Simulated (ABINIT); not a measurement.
Runs of ABINIT 10.8.3 (patched build) on GaN. Symmetry: P6_3mc, No. 186, hexagonal system. The conventional cell has a = 3.180 Å, b = 3.180 Å, c = 5.166 Å, α = 90.00°, β = 90.00°, γ = 120.00°. Ga (site symmetry 3m) has 4 N at 1.94 to 1.95 Å as nearest neighbours. N (site symmetry 3m) has 4 Ga at 1.94 to 1.95 Å as nearest neighbours. 

```csv
potentials or basis,cutoff (eV),fine-grid cutoff,gap on the mesh (eV),pressure (GPa),largest force (eV/Å)
PseudoDojo NC SR PBE v0.4 stringent,1551,-,2.00,6.9,0.14
SPMS NC PBE v1.0,952,-,2.01,7.2,0.14
PseudoDojo NC SR PBE v0.4.1 standard,1143,-,2.01,7.5,0.14
PseudoDojo NC SR PBE v0.5 stringent,1551,-,2.00,6.9,0.14
SG15 NC PBE v1.2,1687,-,(a),(b),0.14
JTH PAW PBE v2.0,707,1306.15 eV,1.96,7.8,0.14
"Ansatz PAW PBE default generated set, frozen core",435,870.764 eV,1.97,7.0,0.14
PseudoDojo NC SR PBE v0.5 standard,1143,-,2.01,7.5,0.14
```

Alike in all rows: task single point; level PBE; no spin polarisation; cell as given; k mesh 10 × 10 × 5; smearing fermi-dirac 0.05 eV.

Estimate the missing entries.

(a) 2.03; (b) 7.3.

Caveats: the atomic spheres overlap (some runs).

A k mesh can miss the band edges, and the runs leave out spin-orbit coupling on Ga.

The runs don't all hold the same shells in valence.
